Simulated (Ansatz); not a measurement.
**Cu films: biaxial stress and wafer bow**

Plane-wave DFT in Ansatz, r2SCAN, scalar-relativistic PAW potentials, cutoff 500 eV, no spin-orbit coupling; no spin polarisation. Cu in space group Fm-3m, strained equally along a and b of the conventional cell, with c and the atoms relaxed within the symmetry (a film with c along the normal). Stress is the in-plane mean, tension positive.

| strain (%) | stress (GPa) | E − E(0) (meV/atom) |
| --- | --- | --- |
| -6.0 | ? | 54.9 |
| -4.0 | -8.39 | 22.6 |
| -2.0 | -3.70 | 5.4 |
| +0.0 | -0.08 | 0.0 |
| +2.0 | 2.31 | 3.2 |
| +4.0 | 3.58 | 11.5 |

Task: Fit the stress, get the biaxial modulus and predict the missing row.

Result: A parabola through the given rows is σ = -0.10 + 1.498 ε -0.1441 ε² GPa (ε in %), so M = dσ/dε = 150 GPa at zero. It predicts -14.28 GPa at -6.0 %; the run gave -14.60 GPa. The miss is 0.32 GPa, so the fit holds even one step beyond its range. The negative square term means that the film is stiffer in compression than in tension. The energies check it: E/V = Mε² at small strain, and a cubic fit with V = 11.44 Å³/atom gives M = 149 GPa, in agreement.

Task: How much does a 100 nm film at +0.2 % strain bow a 300 mm Si(001) wafer 775 μm thick?

Result: The fit, without its small constant, gives σ = 0.29 GPa. Stoney's formula, κ = 6σt_f/(M_s t_s²) with M_s = 180.5 GPa for Si(001) (literature), gives |κ| = 1.60×10⁻³ m⁻¹ and a bow κr²/2 = 18.1 μm at r = 150 mm, with the film side concave (tension pulls the edges up). This assumes a single-crystal or fully textured, unrelaxed film at 0 K.

The cell has no gap in any row, so the stresses hang on mesh and smearing.

Cost: about 39 core-minutes for the runs cited, on Intel Xeon Processor @ 2.50GHz (Skylake/Cascade Lake) (shared hosts).

The in-plane stiffness falls at every step from compression to tension. Shorter in-plane Cu-Cu contacts steepen the repulsion between filled d shells, while stretching weakens the metallic bonding. The geometry probably adds to this: in-plane tension with a relaxing c axis follows the Bain path from fcc towards bcc, along which Cu has a low resistance to tetragonal shear. A single modulus therefore serves for the small strain in the wafer estimate, but not across the whole table.

The modulus of 150 GPa is clearly above what the measured elastic constants of Cu give for a (001) film. The likely cause is the functional, whose volume of 11.44 Å³/atom is also smaller than experiment, and a compressed lattice is a stiffer one. The agreement between stress and energy shows internal consistency and doesn't remove such a bias, so the bow at this strain is probably overestimated for (001) Cu. Nor does it carry over to the common (111) texture, which is elastically much stiffer in plane.
